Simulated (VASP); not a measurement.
# ZnS (Wurtzite-2H) (P6_3mc) in VASP: notebook

One crystal, ZnS (Wurtzite-2H), is run at these levels: PBE; tasks: dielectric tensor.

Everything below comes from runs of VASP 6.6.1. Logs are shortened: lines on timing, memory, paths and dates and some standing lists are left out, and cuts for length are marked.

## Step 1: The structure

It takes space group P6_3mc (No. 186, hexagonal). The conventional cell has a = 3.811 Å, b = 3.811 Å, c = 6.234 Å, α = 90.00°, β = 90.00°, γ = 120.00°. Around Zn (site symmetry 3m) lie 4 S at 2.31 to 2.40 Å. Around S (site symmetry 3m) lie 4 Zn at 2.31 to 2.40 Å.

## Step 2: Dielectric tensor, PBE

INCAR reads:

```
PREC = Accurate
ENCUT = 350
EDIFF = 1E-5
ISMEAR = 0
SIGMA = 0.01
LREAL = F
LASPH = T
NELM = 100
ALGO = Normal
ISIF = 2
LWAVE = F
LCHARG = F
GGA = PE
LEPSILON = T
```

KPOINTS reads:

```
Automatic mesh
0
Gamma
  8 8 4
```

POSCAR reads:

```
ZnS
1.0
    3.8110000000      0.0000000000      0.0000000000
   -1.9055000000      3.3004228138      0.0000000000
    0.0000000000      0.0000000000      6.2340000000
Zn S
2 2
Direct
    0.6666666667      0.3333333333      0.5000000000
    0.3333333333      0.6666666667      0.0000000000
    0.6666666667      0.3333333333      0.8850000000
    0.3333333333      0.6666666667      0.3850000000
```

Potentials or basis: VASP PAW PBE potentials, release 64 (Zn, S).

Started as:

```
$ cat potpaw_PBE.64/Zn/POTCAR potpaw_PBE.64/S/POTCAR > POTCAR
$ mpirun -np 1 vasp_std > vasp.out
```

OUTCAR:

```text
PREC = Accurate
   ENCUT = 350
   EDIFF = 1E-5
   ISMEAR = 0
   LREAL = F
   LASPH = T
   NELM = 100
   ISIF = 2
   GGA = PE
   LEPSILON = T

 Found     30 irreducible k-points:

 Following reciprocal coordinates:
            Coordinates               Weight
  0.000000  0.000000  0.000000      1.000000
  0.125000  0.000000  0.000000      6.000000
  0.250000  0.000000  0.000000      6.000000
  0.375000  0.000000  0.000000      6.000000
  0.500000  0.000000  0.000000      3.000000
  0.125000  0.125000  0.000000      6.000000
   k-points           NKPTS =     30   k-points in BZ     NKDIM =     30   number of bands    NBANDS=     22
   number of dos      NEDOS =    301   number of ions     NIONS =      4
   total plane-waves  NPLWV =  23040
   dimension x,y,z NGX =    24 NGY =   24 NGZ =   40
   dimension x,y,z NGXF=    48 NGYF=   48 NGZF=   80
   ions per type =               2   2
   NGX,Y,Z   is equivalent  to a cutoff of  10.47, 10.47, 10.67 a.u.
   NGXF,Y,Z  is equivalent  to a cutoff of  20.94, 20.94, 21.33 a.u.
 SYSTEM =  unknown system
   PREC   = accura    normal or accurate (medium, high low for compatibility)
   ISTART =      0    job   : 0-new  1-cont  2-samecut
   ICHARG =      2    charge: 1-file 2-atom 10-const
   ISPIN  =      1    spin polarized calculation?
   LNONCOLLINEAR =      F non collinear calculations
   LSORBIT =      F    spin-orbit coupling
   LASPH  =      T    aspherical Exc in radial PAW
   ENCUT  =  350.0 eV  25.72 Ry    5.07 a.u.   5.81  5.81  9.51*2*pi/ulx,y,z
   NELM   =    100;   NELMIN=  2; NELMDL= -5     # of ELM steps
   EDIFF  = 0.1E-04   stopping-criterion for ELM
   LREAL  =      F    real-space projection
   EDIFFG = 0.1E-03   stopping-criterion for IOM
   NSW    =      0    number of steps for IOM
   IBRION =     -1    ionic relax: 0-MD 1-quasi-New 2-CG
   NFREE  =      0    steps in history (QN), initial steepest desc. (CG)
   ISIF   =      2    stress and relaxation
   ISYM   =      2    0-nonsym 1-usesym 2-fastsym
   POTIM  = 0.5000    time-step for ionic-motion
   TEBEG  =    0.0;   TEEND  =   0.0 temperature during run
   PSTRESS=    0.0 pullay stress
   NELECT =      36.0000    total number of electrons
   NUPDOWN=      -1.0000    fix difference up-down
   EMIN   =  10.00;   EMAX   =-10.00  energy-range for DOS
   EFERMI =   0.00;   METHOD = LEGACY
   ISMEAR =     0;   SIGMA  =   0.01  broadening in eV -4-tet -1-fermi 0-gaus
   EFERMI_NEDOS =   21; number of points for ismear=-14 and -15
   IALGO  =     38    algorithm
   IMIX   =      4    mixing-type and parameters
     AMIX     =   0.40;   BMIX     =  1.00
     AMIX_MAG =   1.60;   BMIX_MAG =  1.00
  volume/ion in A,a.u.               =      19.60       132.29
  Fermi-wavevector in a.u.,A,eV,Ry     =   1.262943  2.386617 21.701647  1.595026
  Thomas-Fermi vector in A             =   2.396326
   LORBIT       =      0    0 simple, 1 ext, 2 COOP (PROOUT), +10 PAW based schemes
   GGA     = PE    functional components
   LHFCALC =     F    Hartree Fock is set to
   AEXX    =    0.0000 exact exchange contribution
   IVDW    =     0    specifies the selected vdW correction
   LEPSILON=     T    determine dielectric tensor
   LRPA    =     F    only Hartree local field effects (RPA)
 non-spin polarized calculation
 Gauss-broadening in eV      SIGMA  =   0.01
  energy-cutoff  :      350.00
  volume of cell :       78.41
 maximum number of plane-waves:      1184
 NGX is ok and might be reduce to    24
   NGX = 11   NGY = 11   NGZ = 19

--------------------------------------- Ionic step        1  -------------------------------------------

 number of electron      35.9999988 magnetization

 E-fermi :   2.2098     XC(G=0):  -9.6528

 val. band max:        2.1648085615   @ k =   0.0000   0.0000   0.0000
 cond. band min:       4.4135086887   @ k =   0.0000   0.0000   0.0000
 fundamental gap:      2.2487001272
 Fermi energy:         2.2097977522

 k-point     1 :       0.0000    0.0000    0.0000
  band No.  band energies     occupation
      1     -11.0320      2.00000
      2     -10.1085      2.00000
      3      -4.1926      2.00000
      4      -4.1926      2.00000
      5      -4.1282      2.00000
      6      -4.1282      2.00000
[... 14 lines left out ...]
     21       8.4645      0.00000
     22       8.4645      0.00000

 k-point     2 :       0.1250    0.0000    0.0000
  band No.  band energies     occupation
      1     -10.9256      2.00000
      2     -10.0474      2.00000
      3      -4.2015      2.00000
      4      -4.1674      2.00000
      5      -4.1213      2.00000
      6      -4.0957      2.00000
[... 14 lines left out ...]
     21       8.0646      0.00000
     22       8.8027      0.00000

 k-point     3 :       0.2500    0.0000    0.0000
  band No.  band energies     occupation
      1     -10.6404      2.00000
      2      -9.9045      2.00000
      3      -4.2037      2.00000
      4      -4.1114      2.00000
      5      -4.0983      2.00000
      6      -4.0144      2.00000
[... 14 lines left out ...]
     21       8.1276      0.00000
     22       8.7088      0.00000

 k-point     4 :       0.3750    0.0000    0.0000
  band No.  band energies     occupation
      1     -10.2882      2.00000
      2      -9.7886      2.00000
      3      -4.1739      2.00000
      4      -4.0665      2.00000
      5      -4.0348      2.00000
      6      -3.9257      2.00000
[... 14 lines left out ...]
     21       7.6252      0.00000
     22       9.1488      0.00000

 k-point     5 :       0.5000    0.0000    0.0000
  band No.  band energies     occupation
      1     -10.0955      2.00000
      2      -9.7736      2.00000
      3      -4.1583      2.00000
      4      -4.0524      2.00000
      5      -3.9421      2.00000
      6      -3.8891      2.00000
[... 14 lines left out ...]
     21       7.3475      0.00000
     22       9.3059      0.00000

 k-point     6 :       0.1250    0.1250    0.0000
  band No.  band energies     occupation
      1     -10.7292      2.00000
      2      -9.9451      2.00000
      3      -4.1962      2.00000
      4      -4.1361      2.00000
      5      -4.0878      2.00000
      6      -4.0734      2.00000
[... 14 lines left out ...]
     21       7.7727      0.00000
     22       8.7151      0.00000

 [... further k-points ...]

  FORCE on cell =-STRESS in cart. coord.  units (eV):
  Direction    XX          YY          ZZ          XY          YZ          ZX
  --------------------------------------------------------------------------------------
  -------------------------------------------------------------------------------------
  Total        1.4550796      1.4550796      0.4541118      0.0000000      0.0000000      0.0000000
  in kB       29.7318560     29.7318560      9.2789329      0.0000000      0.0000000      0.0000000
  external PRESSURE =      22.9142149 kB  Pullay stress =       0.0000000 kB

 VOLUME and BASIS-vectors are now :
 -----------------------------------------------------------------------------
  energy-cutoff  :      350.00
  volume of cell :       78.41
      direct lattice vectors                 reciprocal lattice vectors
     3.811000000  0.000000000  0.000000000     0.262398321  0.151495741  0.000000000
    -1.905500000  3.300422814  0.000000000     0.000000000  0.302991482  0.000000000
     0.000000000  0.000000000  6.234000000     0.000000000  0.000000000  0.160410651

 POSITION                                       TOTAL-FORCE (eV/Angst)
 -----------------------------------------------------------------------------------
      1.90550      1.10014      3.11700        -0.000000      0.000000      0.321341
     -0.00000      2.20028      0.00000         0.000000     -0.000000      0.321341
      1.90550      1.10014      5.51709         0.000000      0.000000     -0.321341
     -0.00000      2.20028      2.40009        -0.000000     -0.000000     -0.321341
 -----------------------------------------------------------------------------------
    total drift:                               -0.000001     -0.000001      0.000400

  FREE ENERGIE OF THE ION-ELECTRON SYSTEM (eV)
  ---------------------------------------------------
  free  energy   TOTEN  =       -13.6507674063 eV

  energy  without entropy=      -13.6507674063  energy(sigma->0) =      -13.65076741

 HEAD OF MICROSCOPIC STATIC DIELECTRIC TENSOR (INDEPENDENT PARTICLE, excluding Hartree and local field effects)
 ------------------------------------------------------
           6.284854     0.000000     0.000000
           0.000000     6.284854    -0.000000
           0.000000     0.000000     6.319434
 ------------------------------------------------------

 Free energy of the ion-electron system (eV)
  ---------------------------------------------------
  ---------------------------------------------------
  free energy    TOTEN  =        -1.14049154 eV

  energy without entropy =       -1.14049154

------------------------ aborting loop because EDIFF is reached ----------------------------------------

--------------------------------------- Ionic step        2  -------------------------------------------

------------------------ aborting loop because EDIFF is reached ----------------------------------------

--------------------------------------- Ionic step        3  -------------------------------------------

 Free energy of the ion-electron system (eV)
  ---------------------------------------------------
  ---------------------------------------------------
  free energy    TOTEN  =        -1.15637952 eV

  energy without entropy =       -1.15637952

------------------------ aborting loop because EDIFF is reached ----------------------------------------

 PIEZOELECTRIC TENSOR FIELD DIRECTION 3  (e Angst)
 -----------------------------------------------------------------------------
     1.67203  0.00000  0.00000           ( -0.01442  0.00000  0.00000)
     0.00000  1.67203  0.00000           (  0.00000 -0.01442  0.00000)
     0.00000 -0.00000 -3.99930           (  0.00000 -0.00000  0.00918)

 PIEZOELECTRIC TENSOR FIELD DIRECTION 3  (C/m^2)
 -----------------------------------------------------------------------------
     0.34165  0.00000  0.00000
     0.00000  0.34165  0.00000
     0.00000 -0.00000 -0.81718

 MACROSCOPIC STATIC DIELECTRIC TENSOR (including local field effects in DFT)
 ------------------------------------------------------
           5.880274    -0.000000     0.000000
           0.000000     5.880274    -0.000000
          -0.000000     0.000000     5.938349
 ------------------------------------------------------

 PIEZOELECTRIC TENSOR (including local field effects)  for field in x, y, z        (e  Angst)
          XX          YY          ZZ          XY          YZ          ZX
  --------------------------------------------------------------------------------
  x    -0.00000     0.00000     0.00000     0.00000     0.00000     1.66691
  y     0.00000    -0.00000     0.00000     0.00000     1.66691     0.00000
  z     1.67203     1.67203    -3.99930     0.00000     0.00000     0.00000

 PIEZOELECTRIC TENSOR (including local field effects)  for field in x, y, z        (C/m^2)
          XX          YY          ZZ          XY          YZ          ZX
  --------------------------------------------------------------------------------
  x    -0.00000     0.00000     0.00000     0.00000     0.00000     0.34060
  y     0.00000    -0.00000     0.00000     0.00000     0.34060     0.00000
  z     0.34165     0.34165    -0.81718     0.00000     0.00000     0.00000

 BORN EFFECTIVE CHARGES (including local field effects) (in |e|, cummulative output)
 ---------------------------------------------------------------------------------
 ion    1
    1     1.95173     0.00000     0.00000
    2     0.00000     1.95173     0.00000
    3     0.00000     0.00000     2.05509
 ion    2
    1     1.95173     0.00000     0.00000
    2     0.00000     1.95173     0.00000
    3     0.00000     0.00000     2.05509
 ion    3
    1    -1.95173     0.00000     0.00000
    2    -0.00000    -1.95173     0.00000
    3     0.00000     0.00000    -2.05509
 ion    4
    1    -1.95173     0.00000     0.00000
    2     0.00000    -1.95173     0.00000
    3     0.00000     0.00000    -2.05509
```

Wall time 2.2 min (1 thread of Intel Xeon Platinum 8488C (Sapphire Rapids), shared host); peak memory 0.3 GiB.

These settings aren't checked as converged: the numbers below hold their error.

Results:

- Band gap on the k mesh: 2.25 eV, direct
- Electronic dielectric tensor (diagonal): 5.88, 5.88, 5.94
- Born charges (mean of the diagonal): Zn +1.99; S -1.99 e

[end of part 1 of 2]
